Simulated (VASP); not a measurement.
Input and output of a VASP r²SCAN single-point calculation on MgS (strained rocksalt)

INCAR

```
LASPH = .TRUE.
NELM = 120
NSW = 0
SIGMA = 0.01
EDIFF = 1E-7
NBANDS = 11
LCHARG = .FALSE.
METAGGA = R2SCAN
LWAVE = .FALSE.
PREC = Accurate
ISMEAR = 0
LREAL = .FALSE.
ENCUT = 520
ISIF = 2
IBRION = -1
ALGO = Normal
```

KPOINTS

```
KPOINTS created by Atomic Simulation Environment
0
Gamma
8 8 8
0 0 0
```

KPOINTS_OPT

```
special points
7
Reciprocal
0.0000000000 0.0000000000 0.0000000000 1
0.5000000000 0.0000000000 0.5000000000 1
0.6250000000 0.2500000000 0.6250000000 1
0.3750000000 0.3750000000 0.7500000000 1
0.5000000000 0.5000000000 0.5000000000 1
0.5000000000 0.2500000000 0.7500000000 1
0.0000000000 0.5000000000 0.5000000000 1
```

POSCAR

```
Mg S
 1.0000000000000000
     0.0000000000000000    2.4714420401999999    2.4714420401999999
     2.4714420401999999    0.0000000000000000    2.4714420401999999
     2.4714420401999999    2.4714420401999999    0.0000000000000000
 Mg  S
   1   1
Cartesian
  0.0000000000000000  0.0000000000000000  0.0000000000000000
  2.4714420401999999  2.4714420401999999  2.4714420401999999
```

VASP ran with the recommended PBE PAW datasets (8 valence electrons in the cell).

Command

```
mpirun -np 1 vasp_std
```

OSZICAR

```
N       E                     dE             d eps       ncg     rms          rms(c)
DAV:   1     0.141506248136E+02    0.14151E+02   -0.39031E+03   662   0.627E+02
DAV:   2    -0.156406176293E+02   -0.29791E+02   -0.28787E+02   821   0.106E+02
DAV:   3    -0.167649235466E+02   -0.11243E+01   -0.11229E+01   813   0.216E+01
DAV:   4    -0.167710751174E+02   -0.61516E-02   -0.61513E-02   760   0.189E+00
DAV:   5    -0.167711238190E+02   -0.48702E-04   -0.48701E-04   785   0.160E-01    0.545E+00
DAV:   6    -0.153078732661E+02    0.14633E+01   -0.87994E-01   662   0.557E+00    0.545E+00
DAV:   7    -0.152910616021E+02    0.16812E-01   -0.18429E-01   776   0.225E+00    0.290E+00
DAV:   8    -0.152947503450E+02   -0.36887E-02   -0.91386E-03   749   0.650E-01    0.448E-01
DAV:   9    -0.152947948116E+02   -0.44467E-04   -0.11237E-03   756   0.180E-01    0.190E-01
DAV:  10    -0.152947973472E+02   -0.25356E-05   -0.63949E-05   770   0.542E-02    0.249E-02
DAV:  11    -0.152947989427E+02   -0.15955E-05   -0.51315E-06   731   0.151E-02    0.157E-02
DAV:  12    -0.152947985141E+02    0.42860E-06   -0.29907E-07   749   0.324E-03    0.368E-03
DAV:  13    -0.152947983651E+02    0.14908E-06   -0.46007E-08   418   0.116E-03    0.652E-04
DAV:  14    -0.152947983884E+02   -0.23334E-07   -0.23265E-09   406   0.359E-04
   1 F= -.15294798E+02 E0= -.15294798E+02  d E =-.111909E-58
       N       E                     dE             ncg
DAV:   1     0.623236000170E+03   -0.17593E+04      154
DAV:   2     0.409965880040E+03   -0.21327E+03      202
DAV:   3     0.401808682411E+03   -0.81572E+01      205
DAV:   4     0.401766697762E+03   -0.41985E-01      194
DAV:   5     0.401766396006E+03   -0.30176E-03      208
DAV:   6     0.401766393386E+03   -0.26199E-05      207
DAV:   7     0.401766393347E+03   -0.39791E-07      211
```

From OUTCAR

```
k-points           NKPTS =     29   k-points in BZ     NKDIM =     29   number of bands    NBANDS=     11

   NELECT =       8.0000    total number of electrons

   dimension x,y,z NGX =    28 NGY =   28 NGZ =   28
   dimension x,y,z NGXF=    56 NGYF=   56 NGZF=   56

  energy-cutoff  :      520.00
  volume of cell :       30.19
      direct lattice vectors                 reciprocal lattice vectors
     0.000000000  2.471442040  2.471442040    -0.202311036  0.202311036  0.202311036
     2.471442040  0.000000000  2.471442040     0.202311036 -0.202311036  0.202311036
     2.471442040  2.471442040  0.000000000     0.202311036  0.202311036 -0.202311036

 k-points in reciprocal lattice and weights: KPOINTS created by Atomic Simulation Env
   0.00000000  0.00000000  0.00000000       0.002
   0.12500000  0.00000000  0.00000000       0.016
   0.25000000  0.00000000  0.00000000       0.016
   0.37500000  0.00000000  0.00000000       0.016
   0.50000000  0.00000000  0.00000000       0.008
   0.12500000  0.12500000  0.00000000       0.012
   0.25000000  0.12500000  0.00000000       0.047
   0.37500000  0.12500000  0.00000000       0.047
   ...

 E-fermi :   5.1026

 k-point     1 :       0.0000    0.0000    0.0000
  band No.  band energies     occupation
      1      -9.1977      2.00000
      2       4.9906      2.00000
      3       4.9906      2.00000
      4       4.9906      2.00000
      5      11.0342      0.00000
      6      13.3545      0.00000
      7      13.3545      0.00000
      8      13.3545      0.00000
      9      16.0727      0.00000
     10      16.0727      0.00000
     11      18.9243      0.00000

 k-point     2 :       0.1250    0.0000    0.0000
  band No.  band energies     occupation
      1      -9.0020      2.00000
      2       3.8495      2.00000
      3       4.8451      2.00000
      4       4.8451      2.00000
      5      11.6077      0.00000
      6      13.3510      0.00000
      7      13.6932      0.00000
      8      13.6932      0.00000
      9      15.5835      0.00000
     10      15.5835      0.00000
     11      19.8844      0.00000

 k-point     3 :       0.2500    0.0000    0.0000
  band No.  band energies     occupation
      1      -8.4637      2.00000
      2       1.7562      2.00000
      3       4.5330      2.00000
      4       4.5330      2.00000
      5      11.1606      0.00000
      6      13.5277      0.00000
      7      13.5277      0.00000
      8      15.2522      0.00000
      9      16.2241      0.00000
     10      16.2241      0.00000
     11      19.1217      0.00000

 k-point     4 :       0.3750    0.0000    0.0000
  band No.  band energies     occupation
      1      -7.7810      2.00000
      2      -0.0496      2.00000
      3       4.2626      2.00000
      4       4.2626      2.00000
      5      10.6078      0.00000
      6      12.8888      0.00000
      7      12.8888      0.00000
      8      17.6568      0.00000
      9      18.4415      0.00000
     10      18.4655      0.00000
     11      18.4655      0.00000

 k-point     5 :       0.5000    0.0000    0.0000
  band No.  band energies     occupation
      1      -7.4251      2.00000
      2      -0.8015      2.00000
      3       4.1602      2.00000
      4       4.1602      2.00000
      5      10.4148      0.00000
      6      12.6383      0.00000
      7      12.6383      0.00000
      8      17.9088      0.00000
      9      19.3779      0.00000
     10      20.7039      0.00000
     11      20.7039      0.00000

 k-point     6 :       0.1250    0.1250    0.0000
  band No.  band energies     occupation
      1      -8.9376      2.00000
      2       3.9421      2.00000
      3       4.5643      2.00000
      4       4.5643      2.00000
      5      12.1186      0.00000
      6      12.3050      0.00000
      7      14.2579      0.00000
      8      14.2579      0.00000
      9      14.5265      0.00000
     10      16.3753      0.00000
     11      20.7477      0.00000

 k-point     7 :       0.2500    0.1250    0.0000
  band No.  band energies     occupation
      1      -8.5145      2.00000
      2       2.3688      2.00000
      3       4.1899      2.00000
      4       4.2574      2.00000
      5      11.6753      0.00000
      6      12.8854      0.00000
      7      13.4661      0.00000
      8      14.6273      0.00000
      9      16.1178      0.00000
     10      16.9883      0.00000
     11      20.6595      0.00000

 k-point     8 :       0.3750    0.1250    0.0000
  band No.  band energies     occupation
      1      -7.8695      2.00000
      2       0.5734      2.00000
      3       3.7927      2.00000
      4       3.9420      2.00000
      5      11.1901      0.00000
      6      12.5861      0.00000
      7      13.9209      0.00000
      8      14.7175      0.00000
      9      18.6096      0.00000
     10      19.0751      0.00000
     11      19.9584      0.00000

 k-point     9 :       0.5000    0.1250    0.0000
  band No.  band energies     occupation
      1      -7.3662      2.00000
      2      -0.5171      2.00000
      3       3.4001      2.00000
      4       3.9231      2.00000
      5      11.0458      0.00000
      6      12.2600      0.00000
      7      13.3188      0.00000
      8      16.9607      0.00000
      9      19.2968      0.00000
     10      20.7177      0.00000
     11      20.9395      0.00000

 k-point    10 :      -0.3750    0.1250    0.0000
  band No.  band energies     occupation
      1      -7.4857      2.00000
      2      -0.2705      2.00000
      3       3.2563      2.00000
      4       4.1364      2.00000
      5      11.2840      0.00000
      6      12.4069      0.00000
      7      13.1601      0.00000
      8      17.1025      0.00000
      9      18.1358      0.00000
     10      19.5420      0.00000
     11      21.9875      0.00000

 k-point    11 :      -0.2500    0.1250    0.0000
  band No.  band energies     occupation
      1      -8.0952      2.00000
      2       1.1345      2.00000
      3       3.4452      2.00000
      4       4.4955      2.00000
      5      11.8138      0.00000
      6      13.0067      0.00000
      7      13.5165      0.00000
      8      14.9197      0.00000
      9      15.7125      0.00000
     10      19.4259      0.00000
     11      20.2249      0.00000

 k-point    12 :      -0.1250    0.1250    0.0000
  band No.  band energies     occupation
      1      -8.6917      2.00000
      2       2.8306      2.00000
      3       4.0592      2.00000
      4       4.8099      2.00000
      5      12.3568      0.00000
      6      12.7684      0.00000
      7      14.1066      0.00000
      8      14.1931      0.00000
      9      14.4298      0.00000
     10      16.8861      0.00000
     11      20.9771      0.00000

 k-point    13 :       0.2500    0.2500    0.0000
  band No.  band energies     occupation
      1      -8.2309      2.00000
      2       2.0821      2.00000
      3       3.7473      2.00000
      4       3.7473      2.00000
      5      10.7628      0.00000
      6      11.2605      0.00000
      7      15.3858      0.00000
      8      16.3889      0.00000
      9      16.3889      0.00000
     10      17.2195      0.00000
     11      22.9401      0.00000

 k-point    14 :       0.3750    0.2500    0.0000
  band No.  band energies     occupation
      1      -7.7062      2.00000
      2       0.9881      2.00000
      3       3.1100      2.00000
      4       3.4579      2.00000
      5      10.3502      0.00000
      6      11.1482      0.00000
      7      15.4406      0.00000
      8      15.9733      0.00000
      9      18.8700      0.00000
     10      19.3156      0.00000
     11      22.9827      0.00000

 k-point    15 :       0.5000    0.2500    0.0000
  band No.  band energies     occupation
      1      -7.2021      2.00000
      2       0.1221      2.00000
      3       2.2285      2.00000
      4       3.4342      2.00000
      5      10.1798      0.00000
      6      12.6619      0.00000
      7      15.0867      0.00000
      8      15.3397      0.00000
      9      20.5227      0.00000
     10      20.8852      0.00000
     11      22.8938      0.00000

 k-point    16 :      -0.3750    0.2500    0.0000
  band No.  band energies     occupation
      1      -7.1222      2.00000
      2       0.0717      2.00000
      3       1.6980      2.00000
      4       3.6836      2.00000
      5      10.5944      0.00000
      6      13.7945      0.00000
      7      14.4651      0.00000
      8      15.7493      0.00000
      9      18.4354      0.00000
     10      19.4518      0.00000
     11      22.7189      0.00000

 ...

  Total        3.0521748      3.0521748      3.0521748     -0.0000000      0.0000000     -0.0000000
  in kB      161.9715368    161.9715368    161.9715368     -0.0000000      0.0000000     -0.0000000
  external PRESSURE =     161.9715368 kB  Pullay stress =       0.0000000 kB

 POSITION                                       TOTAL-FORCE (eV/Angst)
 -----------------------------------------------------------------------------------
      0.00000      0.00000      0.00000         0.000000     -0.000000     -0.000000
      2.47144      2.47144      2.47144        -0.000000      0.000000      0.000000
 -----------------------------------------------------------------------------------
    total drift:                                0.000000      0.000000      0.000000

  FREE ENERGIE OF THE ION-ELECTRON SYSTEM (eV)
  ---------------------------------------------------
  free  energy   TOTEN  =       -15.2947983884 eV

  energy  without entropy=      -15.2947983884  energy(sigma->0) =      -15.29479839
```

- gap between bands v and c: 3.75 eV
- least direct gap: 5.87 eV
- pressure: 16.2 GPa

Band v is the last that the valence electrons fill when counted band by band, and c is the next.

The run took about 44 s on one core of a shared host (Intel Xeon Platinum 8488C) and held 0.17 GiB at most.
